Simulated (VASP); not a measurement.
ZnS:

```
Zn S
1.0
     0.00000    2.70200    2.70200
     2.70200    0.00000    2.70200
     2.70200    2.70200    0.00000
Zn S
1 1
Direct
  0.75000 0.75000 0.75000
  0.00000 0.00000 0.00000
```

| Item | Value |
| --- | --- |
| Program | VASP 6.6.1 |
| Task | relaxation of cell and atoms |
| Functional | PBEsol |
| Dispersion | D3(BJ) |
| Potentials or basis | VASP PAW PBE potentials, release 64 (Zn, S) |
| Cutoff | 600 eV |
| k mesh | 9 × 9 × 9 |
| Occupations | fermi-dirac, width 0.05 eV |
| Spin | no spin polarisation |

At the start: pressure -3.8 GPa; volume 19.73 Å³/atom.

Question: Where does the relaxation end?

Answer: Over 3 steps the energy falls by 12.5 meV/atom and the volume is 18.74 Å³/atom (-5.0 %); space group F-43m (No. 216, to 0.05 Å).

Step by step:
```tsv
step	energy change (eV)	largest force (eV/Å)	pressure (GPa)	volume (Å³)
1	0.0000	0.0000	-3.82	39.45
2	-0.0221	0.0000	1.66	36.83
3	-0.0251	0.0000	0.01	37.47
```

Final structure:
```cif
data_structure
_symmetry_space_group_name_H-M 'P 1'
_symmetry_Int_Tables_number 1
_cell_length_a 3.7562
_cell_length_b 3.7562
_cell_length_c 3.7562
_cell_angle_alpha 60.000
_cell_angle_beta 60.000
_cell_angle_gamma 60.000
_cell_volume 37.47
loop_
_atom_site_label
_atom_site_type_symbol
_atom_site_fract_x
_atom_site_fract_y
_atom_site_fract_z
_atom_site_occupancy
Zn1 Zn 0.75000 0.75000 0.75000 1
S1 S 0.00000 0.00000 0.00000 1
```

Caveat: the PAW data sets were made with another functional, which shifts forces and pressure a little.
